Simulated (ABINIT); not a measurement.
# CdO (Monteponite) (Fm-3m) in ABINIT: settings compared

One crystal, CdO (Monteponite), is run at these levels: PW91, WC; tasks: single point.

All numbers are computed with ABINIT 10.8.3 (patched build); they aren't measurements. Logs are shortened: lines on timing, memory, paths and dates and some standing lists are left out, and cuts for length are marked. The log counts tension as positive stress, the text compression.

### 1 Starting point

Symmetry: Fm-3m, No. 225, cubic system. Conventional cell: a = 4.699 Å, b = 4.699 Å, c = 4.699 Å, α = 90.00°, β = 90.00°, γ = 90.00°. Cd (site symmetry m-3m) is surrounded by 6 O at 2.35 Å. O (site symmetry m-3m) has 6 Cd at 2.35 Å as nearest neighbours.

### 2 Single point, PW91

Contents of run.abi:

```
# Pseudopotentials
pp_dirpath "./"
pseudos "Cd.GGA_PBE-JTH.xml, O.GGA_PBE-JTH.xml"

# Structure
acell 3*1.0 Angstrom
rprim
     0.0000000000     2.3495000000     2.3495000000
     2.3495000000     0.0000000000     2.3495000000
     2.3495000000     2.3495000000     0.0000000000
ntypat 2
znucl 48 8
natom 2
typat 1 2
xred
     0.0000000000     0.0000000000     0.0000000000
     0.5000000000     0.5000000000     0.5000000000

# Plane-wave basis
ecut 28.0
pawecutdg 50.0
pawxcdev 0

# k points
kptopt 1
ngkpt 10 10 10
nshiftk 1
shiftk 0.0 0.0 0.0

# Exchange and correlation
ixc -109134

# Bands and occupations
nband 13
occopt 3
tsmear 0.05 eV

# SCF cycle
nstep 100
tolvrs 1.0e-9

# Output
iomode 3
prtwf 0
prtden 0
prteig 0
prtebands 0
enunit 1
```

Potentials or basis: JTH PAW PBE v2.0.

Started as:

```console
abinit run.abi > log 2>&1
```

run.abo:

```text
.Version 10.8.3 of ABINIT
 Symmetries : space group Fm -3 m (#225); Bravais cF (face-center cubic)
================================================================================
 Values of the parameters that define the memory need of the present run
     intxc =       0    ionmov =       0      iscf =      17    lmnmax =      18
     lnmax =       6     mgfft =      30  mpssoang =       3    mqgrid =    3001
     natom =       2  nloc_mem =       2    nspden =       1   nspinor =       1
    nsppol =       1      nsym =      48    n1xccc =       1    ntypat =       2
    occopt =       3   xclevel =       2
       mpw =        1266          nfft =       27000          nkpt =          47
 PAW method is used; the additional fine FFT grid is defined by:
   mgfftf=        40    nfftf =     64000
================================================================================
================================================================================

--------------------------------------------------------------------------------
------------- Echo of variables that govern the present computation ------------
--------------------------------------------------------------------------------
 -outvars: echo values of preprocessed input variables --------
            acell      1.8897261259E+00  1.8897261259E+00  1.8897261259E+00 Bohr
              amu      1.12411000E+02  1.59994000E+01
             ecut      2.80000000E+01 Hartree
           enunit           1
              ixc     -109134
         kptrlatt       10    0    0      0   10    0      0    0   10
          kptrlen      6.27898311E+01
            natom           2
            nband          13
            ngfft          30      30      30
          ngfftdg          40      40      40
             nkpt          47
            nstep         100
             nsym          48
           ntypat           2
           occopt           3
        pawecutdg      5.00000000E+01 Hartree
         pawxcdev           0
           prtden           0
        prtebands           0
           prteig           0
            prtwf           0
            rprim      0.0000000000E+00  2.3495000000E+00  2.3495000000E+00
                       2.3495000000E+00  0.0000000000E+00  2.3495000000E+00
                       2.3495000000E+00  2.3495000000E+00  0.0000000000E+00
          spgroup         225
           tolvrs      1.00000000E-09
           tsmear      1.83746611E-03 Hartree
            typat      1  2
           useylm           1
           xangst      0.0000000000E+00  0.0000000000E+00  0.0000000000E+00
                       2.3495000000E+00  2.3495000000E+00  2.3495000000E+00
            xcart      0.0000000000E+00  0.0000000000E+00  0.0000000000E+00
                       4.4399115328E+00  4.4399115328E+00  4.4399115328E+00
             xred      0.0000000000E+00  0.0000000000E+00  0.0000000000E+00
                       5.0000000000E-01  5.0000000000E-01  5.0000000000E-01
            znucl       48.00000    8.00000

================================================================================

 chkinp: Checking input parameters for consistency.

================================================================================
== DATASET  1 ==================================================================

--- !DatasetInfo
iteration_state: {dtset: 1, }
dimensions: {natom: 2, nkpt: 47, mband: 13, nsppol: 1, nspinor: 1, nspden: 1, mpw: 1266, }
cutoff_energies: {ecut:  28.0, pawecutdg:  50.0, }
electrons: {nelect:   1.80000000E+01, charge:   0.00000000E+00, occopt:   3.00000000E+00, tsmear:   1.83746611E-03, }
meta: {optdriver: 0, ionmov: 0, optcell: 0, iscf: 17, paral_kgb: 0, }
...

 Real(R)+Recip(G) space primitive vectors, cartesian coordinates (Bohr,Bohr^-1):
 R(1)=  0.0000000  4.4399115  4.4399115  G(1)= -0.1126149  0.1126149  0.1126149
 R(2)=  4.4399115  0.0000000  4.4399115  G(2)=  0.1126149 -0.1126149  0.1126149
 R(3)=  4.4399115  4.4399115  0.0000000  G(3)=  0.1126149  0.1126149 -0.1126149
 Unit cell volume ucvol=  1.7504630E+02 bohr^3
 Angles (23,13,12)=  6.00000000E+01  6.00000000E+01  6.00000000E+01 degrees

 Coarse grid specifications (used for wave-functions):

 getcut: wavevector=  0.0000  0.0000  0.0000  ngfft=  30  30  30
         ecut(hartree)=     28.000   => boxcut(ratio)=   2.00803

 Fine grid specifications (used for densities):

 getcut: wavevector=  0.0000  0.0000  0.0000  ngfft=  40  40  40
         ecut(hartree)=     50.000   => boxcut(ratio)=   2.00134

--- Pseudopotential description ------------------------------------------------
- pspini: atom type   1  psp file is ./Cd.GGA_PBE-JTH.xml
 Pseudopotential format is: paw10
 basis_size (lnmax)=  6 (lmn_size= 18), orbitals=   0   0   1   1   2   2
 Spheres core radius: rc_sph= 2.50233826
 Shapefunction is BESSEL type: shapef(r,l)=aa(1,l)*jl(q(1,l)*r)+aa(2,l)*jl(q(2,l)*r)
 Radius for shape functions =  2.31074885
 Compensation charge density is not taken into account in XC energy/potential

- pspini: atom type   2  psp file is ./O.GGA_PBE-JTH.xml
 Pseudopotential format is: paw10
 basis_size (lnmax)=  4 (lmn_size=  8), orbitals=   0   0   1   1
 Spheres core radius: rc_sph= 1.41465230
 Shapefunction is SIN type: shapef(r)=[sin(pi*r/rshp)/(pi*r/rshp)]**2
 Radius for shape functions =  1.20231231
 Compensation charge density is not taken into account in XC energy/potential

   5.47665074E+02                                ecore*ucvol(ha*bohr**3)
--------------------------------------------------------------------------------

================================================================================

--- !BeginCycle
iteration_state: {dtset: 1, }
solver: {iscf: 17, nstep: 100, nline: 4, wfoptalg: 10, }
tolerances: {tolvrs: 1.00E-09, }
...

     iter   Etot(hartree)      deltaE(h)  residm     nres2
 ETOT  1  -63.711609635150    -6.371E+01 3.644E-01 2.929E+01
 ETOT  2  -63.795782784544    -8.417E-02 2.454E-01 2.007E+01
 ETOT  3  -63.776445639490     1.934E-02 1.061E-01 1.019E+00
 ETOT  4  -63.777706514296    -1.261E-03 8.027E-03 2.839E-01
 ETOT  5  -63.778279687852    -5.732E-04 1.236E-02 9.676E-03
 ETOT  6  -63.778277999576     1.688E-06 1.344E-02 5.319E-04
 ETOT  7  -63.778278991505    -9.919E-07 3.128E-02 5.506E-05
 ETOT  8  -63.778279173737    -1.822E-07 2.595E-02 7.237E-07
 ETOT  9  -63.778279175850    -2.113E-09 3.086E-02 3.569E-08
 ETOT 10  -63.778279175884    -3.327E-11 2.631E-02 9.168E-09
 ETOT 11  -63.778279175885    -1.513E-12 1.929E-02 2.204E-10

 At SCF step   11       nres2   =  2.20E-10 < tolvrs=  1.00E-09 =>converged.

 Cartesian components of stress tensor (hartree/bohr^3)
  sigma(1 1)= -1.58670405E-04  sigma(3 2)=  0.00000000E+00
  sigma(2 2)= -1.58670405E-04  sigma(3 1)=  0.00000000E+00
  sigma(3 3)= -1.58670405E-04  sigma(2 1)=  0.00000000E+00

--- !ResultsGS
iteration_state: {dtset: 1, }
comment   : Summary of ground state results
lattice_vectors:
- [  0.0000000,   4.4399115,   4.4399115, ]
- [  4.4399115,   0.0000000,   4.4399115, ]
- [  4.4399115,   4.4399115,   0.0000000, ]
lattice_lengths: [   6.27898,    6.27898,    6.27898, ]
lattice_angles: [ 60.000,  60.000,  60.000, ] # degrees, (23, 13, 12)
lattice_volume:   1.7504630E+02
convergence: {deltae: -1.513E-12, res2:  2.204E-10, residm:  1.929E-02, diffor: null, }
etotal    :  -6.37782792E+01
entropy   :   0.00000000E+00
fermie    :   2.25176766E-01
cartesian_stress_tensor: # hartree/bohr^3
- [ -1.58670405E-04,   0.00000000E+00,   0.00000000E+00, ]
- [  0.00000000E+00,  -1.58670405E-04,   0.00000000E+00, ]
- [  0.00000000E+00,   0.00000000E+00,  -1.58670405E-04, ]
pressure_GPa:   4.6682E+00
xred      :
- [  0.0000E+00,   0.0000E+00,   0.0000E+00, Cd]
- [  5.0000E-01,   5.0000E-01,   5.0000E-01,  O]
cartesian_forces: # hartree/bohr
- [ -0.00000000E+00,  -0.00000000E+00,  -0.00000000E+00, ]
- [ -0.00000000E+00,  -0.00000000E+00,  -0.00000000E+00, ]
force_length_stats: {min:   0.00000000E+00, max:   0.00000000E+00, mean:   0.00000000E+00, }
...

 Integrated electronic density in atomic spheres:
 ------------------------------------------------
 Atom  Sphere_radius  Integrated_density
    1        2.50234         10.42195690
    2        1.41465          4.48020380

================================================================================

 ----iterations are completed or convergence reached----

 Mean square residual over all n,k,spin=   48.743E-05; max=  19.293E-03
 reduced coordinates (array xred) for    2 atoms
       0.000000000000      0.000000000000      0.000000000000
       0.500000000000      0.500000000000      0.500000000000
 rms dE/dt=  0.0000E+00; max dE/dt=  0.0000E+00; dE/dt below (all hartree)
    1       0.000000000000      0.000000000000      0.000000000000
    2       0.000000000000      0.000000000000      0.000000000000

 cartesian coordinates (angstrom) at end:
    1      0.00000000000000     0.00000000000000     0.00000000000000
    2      2.34950000000000     2.34950000000000     2.34950000000000

 cartesian forces (hartree/bohr) at end:
    1     -0.00000000000000    -0.00000000000000    -0.00000000000000
    2     -0.00000000000000    -0.00000000000000    -0.00000000000000
 frms,max,avg= 0.0000000E+00 0.0000000E+00   0.000E+00  0.000E+00  0.000E+00 h/b

 cartesian forces (eV/Angstrom) at end:
    1     -0.00000000000000    -0.00000000000000    -0.00000000000000
    2     -0.00000000000000    -0.00000000000000    -0.00000000000000
 frms,max,avg= 0.0000000E+00 0.0000000E+00   0.000E+00  0.000E+00  0.000E+00 e/A
 length scales=  1.889726125908  1.889726125908  1.889726125908 bohr
              =  1.000000000000  1.000000000000  1.000000000000 angstroms
 Fermi (or HOMO) energy (eV) =   6.12737   Average Vxc (eV)= -11.13857
 Eigenvalues (   eV  ) for nkpt=  47  k points:
 kpt#   1, nband= 13, wtk=  0.00100, kpt=  0.0000  0.0000  0.0000 (reduced coord)
 -11.38102   -0.75327   -0.75327   -0.75327   -0.44969   -0.44969    4.58961    4.58961
   4.58961    5.53726   20.61610   22.60084   23.02685
 prteigrs : prtvol=0 or 1, do not print more k-points.

--- !EnergyTerms
iteration_state     : {dtset: 1, }
comment             : Components of total free energy in Hartree
kinetic             :  2.05192153542620E+01
hartree             :  1.09496351987941E+01
xc                  : -6.18445281016337E+00
Ewald energy        : -5.53049706901819E+01
psp_core            :  3.12868687559537E+00
local_psp           : -3.89233392516719E+01
PAW spherical_terms :  2.03696756436065E+00
internal            : -6.37782577590050E+01
'-kT*entropy'       : -1.96551031812184E-05
total_energy        : -6.37782774141082E+01
total_energy_eV     : -1.73549534081862E+03
...

--- !EnergyTermsDC
iteration_state     : {dtset: 1, }
comment             : '"Double-counting" decomposition of free energy'
band_energy         : -1.81223288328398E-01
Ewald energy        : -5.53049706901819E+01
psp_core            :  3.12868687559537E+00
xc_dc               : -9.37189375893238E+00
PAW spherical_terms : -2.04885865893457E+00
internal            : -6.37782595207819E+01
'-kT*entropy'       : -1.96551031812184E-05
total_energy_dc     : -6.37782791758851E+01
total_energy_dc_eV  : -1.73549538875901E+03
...

--- !EnergyTermsWithPAWCore
iteration_state     : {dtset: 1, }
comment             : 'Components of total free energy, including PAW core contributions'
Total energy        : -5.67084707136330E+03
Total energy DC     : -5.67084707312508E+03
Total energy (eV)   : -1.54311610000757E+05
Total energy DC (eV): -1.54311610048697E+05
...

 Cartesian components of stress tensor (hartree/bohr^3)
  sigma(1 1)= -1.58670405E-04  sigma(3 2)=  0.00000000E+00
  sigma(2 2)= -1.58670405E-04  sigma(3 1)=  0.00000000E+00
  sigma(3 3)= -1.58670405E-04  sigma(2 1)=  0.00000000E+00

-Cartesian components of stress tensor (GPa)         [Pressure=  4.6682E+00 GPa]
- sigma(1 1)= -4.66824449E+00  sigma(3 2)=  0.00000000E+00
- sigma(2 2)= -4.66824449E+00  sigma(3 1)=  0.00000000E+00
- sigma(3 3)= -4.66824449E+00  sigma(2 1)=  0.00000000E+00

== END DATASET(S) ==============================================================
================================================================================

 -outvars: echo values of variables after computation  --------
            acell      1.8897261259E+00  1.8897261259E+00  1.8897261259E+00 Bohr
           etotal     -6.3778279176E+01
            fcart     -0.0000000000E+00 -0.0000000000E+00 -0.0000000000E+00
                      -0.0000000000E+00 -0.0000000000E+00 -0.0000000000E+00
            rprim      0.0000000000E+00  2.3495000000E+00  2.3495000000E+00
                       2.3495000000E+00  0.0000000000E+00  2.3495000000E+00
                       2.3495000000E+00  2.3495000000E+00  0.0000000000E+00
           strten     -1.5867040526E-04 -1.5867040526E-04 -1.5867040526E-04
                       0.0000000000E+00  0.0000000000E+00  0.0000000000E+00
           xangst      0.0000000000E+00  0.0000000000E+00  0.0000000000E+00
                       2.3495000000E+00  2.3495000000E+00  2.3495000000E+00
             xred      0.0000000000E+00  0.0000000000E+00  0.0000000000E+00
                       5.0000000000E-01  5.0000000000E-01  5.0000000000E-01
 Calculation completed.
```

It took 28 s on 1 thread of Arm Neoverse V1, shared host; peak memory 0.13 GiB.

Results:

| Property | Result |
| --- | --- |
| Free energy | -1735.4954 eV |
| Pressure | 4.7 GPa |
| Band gap on the k mesh | none (metal or under the smearing width) |
| Valence electrons inside the program's atomic spheres | Cd 10.42; O 4.48 |

Caveat: the PAW data sets were made with another functional, which shifts forces and pressure a little.

### 3 Single point, WC

Changes to run.abi since step 2:

```diff
@@ -30,3 +30,3 @@
 # Exchange and correlation
-ixc -109134
+ixc 23
```

Potentials or basis: JTH PAW PBE v2.0.

Started as:

```console
abinit run.abi > log 2>&1
```

It took 33 s on 1 thread of Arm Neoverse V1, shared host; peak memory 0.13 GiB.

Results (log left out):

- Free energy: -1733.4712 eV
- Pressure: -1.3 GPa
- Band gap on the k mesh: none (metal or under the smearing width)
- Valence electrons inside the program's atomic spheres: Cd 10.42; O 4.46

Levels at points of the mesh, in eV from the Fermi level:
| k point | band 6 | band 7 | band 8 | band 9 | band 10 | band 11 | band 12 | band 13 |
| --- | --- | --- | --- | --- | --- | --- | --- | --- |
| (0.00, 0.00, 0.00) | -6.53 | -1.57 | -1.57 | -1.57 | -0.70 | 12.29 | 14.24 | 16.75 |
| (0.50, 0.00, 0.00) | -6.26 | -3.99 | -0.16 | -0.16 | 4.11 | 7.05 | 11.55 | 11.55 |
| (0.50, 0.50, 0.00) | -5.81 | -4.57 | -2.54 | -2.54 | 3.59 | 8.22 | 10.96 | 12.60 |

Caveat: the PAW data sets were made with another functional, which shifts forces and pressure a little.
